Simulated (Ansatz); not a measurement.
# TiSe (P6_3/mmc)

All numbers below come from Ansatz, DFT r2SCAN, scalar-relativistic, plane waves, PAW.

Plane waves to 500 eV, a k mesh through Γ of 15×15×8 on the computed 4-atom cell and Gaussian smearing (0.10 eV); collinear spin from starting moments 0.86 0.86 0 0 μB.

The structure is relaxed at this level of theory with its symmetry kept. Whether it is the stable form of this composition wasn't checked.

The structure is hexagonal, space group P6_3/mmc (No. 194). The conventional cell has a = 3.585 Å, b = 3.585 Å, c = 6.453 Å, α = 90.00°, β = 90.00°, γ = 120.00°. Ti (site symmetry -3m) has 6 Se at 2.62 Å as nearest neighbours. Se (site symmetry -6m2) is surrounded by 6 Ti at 2.62 Å.

```json
{"Volume per atom": "17.96 Å³", "Formation energy from the elements' standard states (uncorrected)": "-1.219 eV/atom", "Generalised Kohn–Sham band gap": "none (metal)", "Density of states at the Fermi level": "2.96 states/eV per cell", "Löwdin character within 0.5 eV of the Fermi level": "Ti 3d 90 %", "Bader charges (e)": "Ti (2 in the cell) 1.39, Se (2 in the cell) -1.39", "Total moment": "1.99 μB per cell", "Site moments (μB; atoms counted from 1 over the whole cell)": "Ti (atom 1) 0.79, Ti (atom 2) 0.79"}
```

The state reached may not be the lowest one.

Only this magnetic start was tried.

Cost: 1 run of about 1.7 core-minutes, on Intel Xeon 6975P-C (Granite Rapids) (shared hosts).